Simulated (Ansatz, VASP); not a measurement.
## One calculation of Ge4N, two programs

```
CELL_PARAMETERS angstrom
4.40985 0.00000 0.00000
0.00000 4.40985 0.00000
0.00000 0.00000 4.40985
ATOMIC_POSITIONS crystal
Ge 0.00000 0.50000 0.50000
Ge 0.50000 0.00000 0.50000
Ge 0.50000 0.50000 0.00000
Ge 0.00000 0.00000 0.00000
N 0.50000 0.50000 0.50000
```

Alike in both runs: task relaxation of cell and atoms; functional PBE; k mesh 8 × 8 × 8; occupations gaussian, width 0.1 eV; no spin polarisation.

```csv
,VASP,Ansatz
version,VASP 6.6.1,Ansatz 0.2.0
potentials or method,"VASP PAW PBE potentials, release 64 (Ge_d, N)","scalar-relativistic, plane waves, PAW"
plane-wave cutoff (eV),600,420
valence electrons in the cell,61,61
```

Ansatz gave:

| Quantity | Value |
| --- | --- |
| gap on the k mesh at the Fermi level, each at its own relaxed structure (eV) | none |
| relaxed volume (Å³/atom) | 17.36 |
| relaxed cell length with the largest relative difference (Å) | 4.427 |

**Question.** Estimate VASP's values.

**Answer.** gap on the k mesh at the Fermi level, each at its own relaxed structure (eV): none; relaxed volume (Å³/atom): 17.39; relaxed cell length with the largest relative difference (Å): 4.430.

A gap of «none» marks a metal or a gap that the smearing closes.
